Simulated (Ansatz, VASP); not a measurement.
# One calculation of ZnS, two programs

INCAR

```
SYSTEM = ZnS
PREC = Accurate
ENCUT = 600
EDIFF = 1E-6
ISMEAR = -1
SIGMA = 0.05
LREAL = .False.
LASPH = .True.
NELM = 60
ALGO = Normal
ISIF = 3
LWAVE = .False.
LCHARG = .False.
IBRION = 2
NSW = 60
EDIFFG = -0.02
```

Contents of KPOINTS:

```
Automatic mesh
0
Gamma
  9 9 9
  0 0 0
```

The input POSCAR:

```
ZnS
1.0
    0.0000000000      2.7020000000      2.7020000000
    2.7020000000      0.0000000000      2.7020000000
    2.7020000000      2.7020000000      0.0000000000
Zn S
1 1
Direct
    0.7500000000      0.7500000000      0.7500000000
    0.0000000000      0.0000000000      0.0000000000
```

The input input.yaml:

```yaml
crystal:
  lattice:
    - [0.0, 2.702, 2.702]
    - [2.702, 0.0, 2.702]
    - [2.702, 2.702, 0.0]
  atoms:
    - { symbol: Zn, position: [0.75, 0.75, 0.75] }
    - { symbol: S, position: [0.0, 0.0, 0.0] }
hamiltonian:
  xc: lda
  pseudopotentials: { kind: paw }
kpoints:
  mp_grid: { grid: [9, 9, 9] }
scf:
  occupations: { method: fermi_dirac, width: 0.05 }
output:
  forces: true
  stress: true
  write_density: true
  write_potential: true
  elf: true
  volumetric_format: npy
relax:
  f_tol: 0.01
  max_steps: 40
  cell: { stress_tol: 0.05 }
```

Alike in both runs: task relaxation of cell and atoms; functional LDA; k mesh 9 × 9 × 9; occupations fermi-dirac, width 0.05 eV; no spin polarisation.

```csv
,VASP,Ansatz
version,VASP 6.6.1,Ansatz 0.2.0
potentials or method,"VASP PAW LDA potentials, release 64 (Zn, S)",Ansatz PAW
plane-wave cutoff (eV),600,420
valence electrons in the cell,18,18
```

|  | VASP | Ansatz | Ansatz less VASP |
| --- | --- | --- | --- |
| gap on the k mesh at the Fermi level, each at its own relaxed structure (eV) | 2.15 | 2.13 | -0.024 |
| relaxed volume (Å³/atom) | 18.62 | 18.58 | -0.044 |
| relaxed cell length with the largest relative difference (Å) | 3.748 | 3.745 | -0.0030 |
| energy change over the relaxation (meV/atom) | -16 | -17 | -1.6 |

Caveats: odd divisions of the mesh miss points on the zone boundary, where band edges often lie, so the gap on the mesh can be too wide (Ansatz); the plane-wave basis is chosen anew once the cell has moved, so the energies of steps on either side of that aren't comparable (Ansatz); the PAW data sets come from PBE, with cores solved anew for the run's functional, which leaves a small shift of forces and pressure (Ansatz). As with any semilocal functional, this LDA gap is likely too small. Zero-point motion and thermal expansion aren't in these numbers. LDA usually gives volumes a few per cent too small.
